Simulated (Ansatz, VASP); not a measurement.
## Two plane-wave programs on AlN

File INCAR:

```
SYSTEM = AlN
ALGO     = Normal         ! electronic algorithm
EDIFF    = 1E-6           ! SCF threshold, eV
EDIFFG   = -0.01          ! ionic threshold
ENCUT    = 520            ! plane-wave cutoff, eV
IBRION   = 2              ! ionic algorithm
ISIF     = 2              ! what is computed and relaxed
ISMEAR   = 0              ! smearing method
LASPH    = .True.         ! aspherical terms in the spheres
LCHARG   = .False.        ! write CHGCAR
LREAL    = .False.        ! projectors in reciprocal space
LWAVE    = .False.        ! write WAVECAR
NELM     = 100            ! most SCF steps
NSW      = 50             ! ionic steps
PREC     = Accurate       ! precision mode
SIGMA    = 0.05           ! smearing width, eV
```

File KPOINTS:

```
k-points
0
Gamma
  9 9 6
  0 0 0
```

File POSCAR:

```
AlN
1.0
    3.0577000000      0.0000000000      0.0000000000
   -1.5288500000      2.6480458772      0.0000000000
    0.0000000000      0.0000000000      4.7458000000
Al N
2 2
Direct
    0.3333333333      0.6666666667      0.0015210172
    0.6666666667      0.3333333333      0.5015210172
    0.3333333333      0.6666666667      0.3834789828
    0.6666666667      0.3333333333      0.8834789828
```

Input for Ansatz:

```yaml
crystal:
  lattice:
    - [3.0577, 0.0, 0.0]
    - [-1.52885, 2.6480458772, 0.0]
    - [0.0, 0.0, 4.7458]
  atoms:
    - { symbol: Al, position: [0.3333333333, 0.6666666667, 0.0015210172] }
    - { symbol: Al, position: [0.6666666667, 0.3333333333, 0.5015210172] }
    - { symbol: "N", position: [0.3333333333, 0.6666666667, 0.3834789828] }
    - { symbol: "N", position: [0.6666666667, 0.3333333333, 0.8834789828] }
basis:
  ecutwfc: 520.0
kpoints:
  mp_grid: { grid: [9, 9, 6] }
hamiltonian:
  xc: lda
  pseudopotentials: { kind: paw, azcp: { folder: soft_1 } }
scf:
  occupations: { method: gaussian, width: 0.05 }
output:
  forces: true
  stress: true
  eigenvalues: true
relax:
  adjacent_minimum: "off"
  f_tol: 0.01
  max_steps: 30
```

Alike in both runs: task relaxation of the atoms; functional LDA; k mesh 9 × 9 × 6; occupations gaussian, width 0.05 eV; no spin polarisation.

|  | VASP | Ansatz |
| --- | --- | --- |
| version | VASP 6.6.1 | Ansatz 0.2.0 |
| potentials or method | VASP PAW LDA potentials, release 64 (Al, N) | scalar-relativistic, plane waves, PAW |
| plane-wave cutoff (eV) | 520 | 520 |
| valence electrons in the cell | 16 | 16 |

```csv
,VASP,Ansatz,Ansatz less VASP
"gap on the k mesh at the Fermi level, each at its own relaxed structure (eV)",4.76,4.76,-0.007
energy change over the relaxation (meV/atom),-5,-5,+0.2
```

Ansatz warned: «pseudo_functional_mismatch».

Caveats: an odd mesh through Γ misses points on the zone boundary, where band edges often lie. A hybrid or GW would open this gap; LDA tends to underestimate it.
